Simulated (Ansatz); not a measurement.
AlAs at -1 GPa: from Born charge to LO–TO splitting and polaron coupling

Computed with Ansatz, DFT PBE, scalar-relativistic, plane waves, PAW. Settings: 420 eV plane-wave cutoff, Γ-centred 8×8×8 mesh, fixed occupations. No spin polarisation. Phonons by linear response, acoustic sum rule imposed.

The cell, relaxed at -1 GPa:
```xyz
2
Lattice="0.0000 2.8788 2.8788 2.8788 0.0000 2.8788 2.8788 2.8788 0.0000" Properties=species:S:1:pos:R:3 pbc="T T T"
Al    0.0000    0.0000    0.0000
As    4.3182    4.3182    4.3182
```

The run warned that the force constants aren't converged on this k mesh, so the frequencies and all that is formed from them are rough.

Linear response gives ν_TO = 339.5 cm⁻¹, Born charges ±2.174 e (positive on Al) and ε∞ = 9.609. The primitive cell holds 47.717 Å³, and the masses are 26.982 and 74.922 amu.

Question: Find ν_LO and the static dielectric constant.

Answer: The long-wave field adds a restoring force: ω_LO² − ω_TO² = Z*²e²/(ε_vac ε∞ μV). In these units ν_LO² − ν_TO² = 4.92064×10⁷ Z*²/(μ V ε∞) cm⁻², with μ = m₁m₂/(m₁ + m₂) = 19.837 amu: 25563 cm⁻². So ν_LO = √(339.5² + 25563) = 375.2 cm⁻¹, and the run gives 375.2. Lyddane–Sachs–Teller then gives ε0 = ε∞ (ν_LO/ν_TO)² = 11.74, against 11.74 in the run (it forms both from the same three quantities, so the match checks the arithmetic only). Between ν_TO and ν_LO the dielectric function is negative and an undamped crystal reflects fully: a reststrahlen band from 26.6 to 29.5 μm.

Question: What do the Clausius–Mossotti polarisability and the Szigeti charge come to?

Answer: With the Lorentz local field, α = (3V/4π)(ε∞ − 1)/(ε∞ + 2) = 8.45 Å³ for the pair, and e_S = 3Z*/(ε∞ + 2) = 0.56 e. The Born charge includes the electrons' response to the dipole's own local field, and e_S takes that enhancement out. The Lorentz field assumes point-like polarisable ions, a poor picture once ε∞ is this large, since the electron clouds then overlap or are shared, so both numbers are formal here.

Question: How strongly does a slow electron couple to the LO mode?

Answer: For one isotropic parabolic band, Fröhlich's constant is α_F = (1/ε∞ − 1/ε0) √(m* Ry/ħω_LO), with Ry = 13.606 eV, ħω_LO = 46.5 meV and m* in free-electron masses: α_F = 0.0189 × 17.10 × √m* = 0.32 √m*. The band mass isn't part of this run; for m* = 0.1, 0.3 and 1 it gives 0.10, 0.18, 0.32. In weak coupling the polaron lies α_F ħω_LO below the band edge (8 meV at m* = 0.3) with a mass m*(1 + α_F/6); past α_F of about 5 or 6 that expansion fails. A semilocal functional's ε∞ tends to be too large, which taken alone lowers α_F.

Cost: 1 run of about 1.1 core-minutes, on AMD EPYC 7R43 (Zen 3) (shared hosts).

AlAs comes out as a weakly polar semiconductor whose static screening is mostly electronic: ε∞ is 9.609, and the lattice raises it only to about 11.74. The Born charge of 2.174 e is far from small, but it measures the polarisation current driven by moving the sublattices, including charge shifted along the covalent Al–As bonds, and isn't a static ionic charge. The easily polarised bonding electrons then screen the long-range field of the LO mode, which keeps both the LO–TO splitting and the Fröhlich coupling modest.

The TO frequency lies below the known value for AlAs, probably because the lattice is stretched by the tension and by PBE's underbinding, though the sampling error can't be separated from this. Weak coupling is therefore a reasonable qualitative reading for light carriers, while the exact splitting is not settled. For real conduction electrons, the minimum near X has anisotropic valleys, so a single mass gives only a scale for the polaron shift, not a prediction for AlAs.
